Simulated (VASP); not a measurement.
# Se (I4/mmm) in VASP: notebook, part 2 of 2

VASP 6.6.1.

### Step 4. Single point, PBE+D3(BJ) (strain +0.000 along x and y, +0.050 along z, atoms carried along)

INCAR

```
SYSTEM = Se
  ALGO = Fast
  EDIFF = 1E-6
  ENCUT = 520
  GGA = PE
  ISIF = 2
  ISMEAR = 0
  IVDW = 12
  LASPH = .TRUE.
  LCHARG = .FALSE.
  LREAL = .FALSE.
  LWAVE = .FALSE.
  NBANDS = 9
  NELM = 100
  PREC = Accurate
  SIGMA = 0.15
```

KPOINTS

```
k-points
0
G
  20 20 20
  0 0 0
```

POSCAR

```
Se
1.0
   -1.7034486149      1.7034486149      1.7886210456
    1.7034486149     -1.7034486149      1.7886210456
    1.7034486149      1.7034486149     -1.7886210456
Se
1
Direct
    0.0000000000      0.0000000000      0.0000000000
```

Potentials or basis: VASP PAW PBE potentials, release 64 (Se).

Launch:

```sh
$ cat potpaw_PBE.64/Se/POTCAR > POTCAR
$ mpirun -np 1 vasp_std > vasp.out
```

OUTCAR:

```text
SYSTEM = Se
   EDIFF = 1E-6
   ENCUT = 520
   GGA = PE
   ISIF = 2
   ISMEAR = 0
   IVDW = 12
   LASPH = .TRUE.
   LREAL = .FALSE.
   NELM = 100
   PREC = Accurate
 IVDW          = 12

 ion  position               nearest neighbor table
   1  0.000  0.000  0.000-

  LATTYP: Found a body centered tetragonal cell.
 ALAT       =     3.4068972298
 C/A-ratio  =     1.0500000000

  Lattice vectors:

 A1 = (  -1.7034486149,   1.7034486149,   1.7886210456)
 A2 = (   1.7034486149,  -1.7034486149,   1.7886210456)
 A3 = (   1.7034486149,   1.7034486149,  -1.7886210456)

Analysis of symmetry for initial positions (statically):
=====================================================================
 Subroutine PRICEL returns:
 Original cell was already a primitive cell.

 Routine SETGRP: Setting up the symmetry group for a
 body centered tetragonal supercell.

 Subroutine GETGRP returns: Found 16 space group operations
 (whereof 16 operations were pure point group operations)
 out of a pool of 16 trial point group operations.

The static configuration has the point symmetry D_4h.

Analysis of symmetry for dynamics (positions and initial velocities):
=====================================================================
 Subroutine PRICEL returns:
 Original cell was already a primitive cell.

 Routine SETGRP: Setting up the symmetry group for a
 body centered tetragonal supercell.

 Subroutine GETGRP returns: Found 16 space group operations
 (whereof 16 operations were pure point group operations)
 out of a pool of 16 trial point group operations.

The dynamic configuration has the point symmetry D_4h.

 Subroutine INISYM returns: Found 16 space group operations
 (whereof 16 operations are pure point group operations),
 and found     1 'primitive' translations

----------------------------------------------------------------------------------------

                                     Primitive cell

  volume of cell :      20.7604

  direct lattice vectors                    reciprocal lattice vectors
    -1.703448615  1.703448615  1.788621046     0.000000000  0.293522209  0.279544961
     1.703448615 -1.703448615  1.788621046     0.293522209  0.000000000  0.279544961
     1.703448615  1.703448615 -1.788621046     0.293522209  0.293522209  0.000000000

  length of vectors
     3.000439903  3.000439903  3.000439903     0.405340193  0.405340193  0.415103089

  position of ions in fractional coordinates (direct lattice)
     0.000000000  0.000000000  0.000000000

  ion indices of the primitive-cell ions
   primitive index   ion index
                 1           1

----------------------------------------------------------------------------------------

 KPOINTS: k-points

Automatic generation of k-mesh.
 Grid dimensions read from file:
 generate k-points for:   20   20   20

 Generating k-lattice:

  Cartesian coordinates                     Fractional coordinates (reciprocal lattice)
     0.000000000  0.014676110  0.013977248     0.050000000  0.000000000 -0.000000000
     0.014676110  0.000000000  0.013977248     0.000000000  0.050000000 -0.000000000
     0.014676110  0.014676110  0.000000000     0.000000000  0.000000000  0.050000000

  Length of vectors
     0.020267010  0.020267010  0.020755154

  Shift w.r.t. Gamma in fractional coordinates (k-lattice)
     0.000000000  0.000000000  0.000000000

 Subroutine IBZKPT returns following result:
 ===========================================

 Found    641 irreducible k-points:

 Following reciprocal coordinates:
            Coordinates               Weight
  0.000000  0.000000  0.000000      1.000000
  0.050000  0.000000 -0.000000      8.000000
  0.100000  0.000000 -0.000000      8.000000
  0.150000  0.000000  0.000000      8.000000
  0.200000  0.000000 -0.000000      8.000000
  0.250000  0.000000  0.000000      8.000000
[... 16 lines left out ...]
 -0.400000  0.050000  0.000000     16.000000
 -0.350000  0.050000  0.000000     16.000000
 [... further k-points ...]
   k-points           NKPTS =    641   k-points in BZ     NKDIM =    641   number of bands    NBANDS=      9
   number of dos      NEDOS =    301   number of ions     NIONS =      1
   total plane-waves  NPLWV =  13824
   dimension x,y,z NGX =    24 NGY =   24 NGZ =   24
   dimension x,y,z NGXF=    48 NGYF=   48 NGZF=   48
   ions per type =               1
   NGX,Y,Z   is equivalent  to a cutoff of  13.30, 13.30, 13.30 a.u.
   NGXF,Y,Z  is equivalent  to a cutoff of  26.60, 26.60, 26.60 a.u.
 SYSTEM =  Se
   PREC   = accura    normal or accurate (medium, high low for compatibility)
   ISTART =      0    job   : 0-new  1-cont  2-samecut
   ICHARG =      2    charge: 1-file 2-atom 10-const
   ISPIN  =      1    spin polarized calculation?
   LNONCOLLINEAR =      F non collinear calculations
   LSORBIT =      F    spin-orbit coupling
   LASPH  =      T    aspherical Exc in radial PAW
   ENCUT  =  520.0 eV  38.22 Ry    6.18 a.u.   5.58  5.58  5.58*2*pi/ulx,y,z
   NELM   =    100;   NELMIN=  2; NELMDL= -5     # of ELM steps
   EDIFF  = 0.1E-05   stopping-criterion for ELM
   LREAL  =      F    real-space projection
   EDIFFG = 0.1E-04   stopping-criterion for IOM
   NSW    =      0    number of steps for IOM
   IBRION =     -1    ionic relax: 0-MD 1-quasi-New 2-CG
   NFREE  =      0    steps in history (QN), initial steepest desc. (CG)
   ISIF   =      2    stress and relaxation
   ISYM   =      2    0-nonsym 1-usesym 2-fastsym
   POTIM  = 0.5000    time-step for ionic-motion
   TEBEG  =    0.0;   TEEND  =   0.0 temperature during run
   PSTRESS=    0.0 pullay stress
   NELECT =       6.0000    total number of electrons
   NUPDOWN=      -1.0000    fix difference up-down
   EMIN   =  10.00;   EMAX   =-10.00  energy-range for DOS
   EFERMI =   0.00;   METHOD = LEGACY
   ISMEAR =     0;   SIGMA  =   0.15  broadening in eV -4-tet -1-fermi 0-gaus
   EFERMI_NEDOS =   21; number of points for ismear=-14 and -15
   IALGO  =     68    algorithm
   IMIX   =      4    mixing-type and parameters
     AMIX     =   0.40;   BMIX     =  1.00
     AMIX_MAG =   1.60;   BMIX_MAG =  1.00
  volume/ion in A,a.u.               =      20.76       140.10
  Fermi-wavevector in a.u.,A,eV,Ry     =   1.082380  2.045402 15.939859  1.171547
  Thomas-Fermi vector in A             =   2.218420
   LORBIT       =      0    0 simple, 1 ext, 2 COOP (PROOUT), +10 PAW based schemes
   GGA     = PE    functional components
   LHFCALC =     F    Hartree Fock is set to
   AEXX    =    0.0000 exact exchange contribution
   IVDW    =    12    specifies the selected vdW correction
   LEPSILON=     F    determine dielectric tensor
   LRPA    =     F    only Hartree local field effects (RPA)
 non-spin polarized calculation
 RMM-DIIS sequential band-by-band and
 Gauss-broadening in eV      SIGMA  =   0.15
  energy-cutoff  :      520.00
  volume of cell :       20.76
 maximum number of plane-waves:       579
   NGX = 11   NGY = 11   NGZ = 11

 number of electron       6.0000000 magnetization

 Free energy of the ion-electron system (eV)
  ---------------------------------------------------
  ext. energy  EPLUGINS =         0.00000000
  ---------------------------------------------------
  free energy    TOTEN  =        -2.91244046 eV

  energy without entropy =       -2.90370339  energy(sigma->0) =       -2.90807192

 E-fermi :   5.2462     XC(G=0): -10.4971

 val. band max:        5.2457467477   @ k =  -0.3000  -0.4500   0.2000
 cond. band min:       5.2463070237   @ k =  -0.3500   0.1500  -0.0000
 fundamental gap:      0.0005602760
 Fermi energy:         5.2462191787

 k-point     1 :       0.0000    0.0000    0.0000
  band No.  band energies     occupation
      1     -10.6832      2.00000
      2       8.0534      0.00000
      3       8.1298      0.00000
      4       8.1298      0.00000
      5      16.0962      0.00000
      6      17.3249      0.00000
      7      17.3249      0.00000
      8      18.2347      0.00000
      9      19.9813      0.00000
[... 265 lines left out ...]
 k-point    24 :      -0.3500    0.0500    0.0000
  band No.  band energies     occupation
      1      -8.6929      2.00000
      2       1.1726      2.00000
      3       5.8432      0.00000
      4       7.4644      0.00000
      5      13.4162      0.00000
      6      14.6869      0.00000
      7      19.0563      0.00000
      8      21.7558      0.00000
      9      23.1054      0.00000

 [... further k-points ...]

------------------------ aborting loop because EDIFF is reached ----------------------------------------

 Edisp (eV)   -0.41921

 E8    (eV) :    -0.1716

  FORCE on cell =-STRESS in cart. coord.  units (eV):
  Direction    XX          YY          ZZ          XY          YZ          ZX
  --------------------------------------------------------------------------------------
  -------------------------------------------------------------------------------------
  Total      -0.41666    -0.41666    -0.88148     0.00000    -0.00000     0.00000
  in kB     -32.15543   -32.15543   -68.02777     0.00000    -0.00000     0.00000
  external pressure =      -44.11 kB  Pullay stress =        0.00 kB

 VOLUME and BASIS-vectors are now :
 -----------------------------------------------------------------------------
  energy-cutoff  :      520.00
  volume of cell :       20.76
      direct lattice vectors                 reciprocal lattice vectors
    -1.703448615  1.703448615  1.788621046     0.000000000  0.293522209  0.279544961
     1.703448615 -1.703448615  1.788621046     0.293522209  0.000000000  0.279544961
     1.703448615  1.703448615 -1.788621046     0.293522209  0.293522209  0.000000000

 POSITION                                       TOTAL-FORCE (eV/Angst)
 -----------------------------------------------------------------------------------
      0.00000      0.00000      0.00000        -0.000000      0.000000     -0.000000
 -----------------------------------------------------------------------------------
    total drift:                                0.000000      0.000000      0.000000

  FREE ENERGIE OF THE ION-ELECTRON SYSTEM (eV)
  ---------------------------------------------------
  free  energy   TOTEN  =        -3.3316519826 eV

  energy  without entropy=       -3.3229149163  energy(sigma->0) =       -3.32728345
```

Wall time 38 s (1 thread of Intel Xeon Platinum 8488C (Sapphire Rapids), shared host); peak memory 0.24 GiB.

What came out:

* Free energy: -3.3317 eV
* Pressure: -4.4 GPa
* Band gap on the k mesh: none (metal or under the smearing width)
* Dispersion energy per atom: -0.419 eV

Stress tensor (GPa, compression positive):
```
-3.22  0.00  0.00
 0.00 -3.22  0.00
 0.00  0.00 -6.80
```

Caveat: pairwise dispersion overbinds metals, which lowers pressure and volume.

### Step 5. Overview

| cell | gap on the mesh (eV) | pressure (GPa) |
| --- | --- | --- |
| strain -0.025 along x and y, -0.050 along z, atoms carried along | none | 8.7 |
| strain +0.000 along x and y, -0.025 along z, atoms carried along | none | 0.9 |
| strain +0.000 along x and y, +0.050 along z, atoms carried along | none | -4.4 |

Alike in all rows: task single point; level PBE+D3(BJ); potentials or basis VASP PAW PBE potentials, release 64 (Se); no spin polarisation; k mesh 20 × 20 × 20; cutoff (eV) 520; smearing gaussian 0.15 eV.

Caveats: pairwise dispersion overbinds metals, which lowers pressure and volume.

Absolute energies hang on the potentials; compare differences alone.
